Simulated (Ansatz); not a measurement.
In in Ansatz: the effect of functional

In:

```
CELL_PARAMETERS angstrom
-1.88253 1.88253 1.88253
1.88253 -1.88253 1.88253
1.88253 1.88253 -1.88253
ATOMIC_POSITIONS crystal
In 0.00000 0.00000 0.00000
```

This isn't the form of In at room conditions, which is tetragonal.

Alike in all runs:

* Program: Ansatz 0.2.0
* Task: band structure
* Potentials or basis: Ansatz PAW
* k mesh: 6 × 6 × 6
* Occupations: fermi-dirac, width 0.05 eV
* Spin: no spin polarisation

```csv
functional,cutoff,pressure (GPa)
LDA,420 eV (not typed: the program's choice for these potentials),?
PBEsol,420 eV (not typed: the program's choice for these potentials),-2.2
r2SCAN,500 eV (not typed: the program's choice for these potentials),-0.9
```

What does the run with functional LDA give?

Pressure -3.7 GPa.

Caveats: all runs use coarse meshes; the PAW data sets come from PBE, with cores solved anew for the run's functional, which leaves a small shift of forces and pressure.
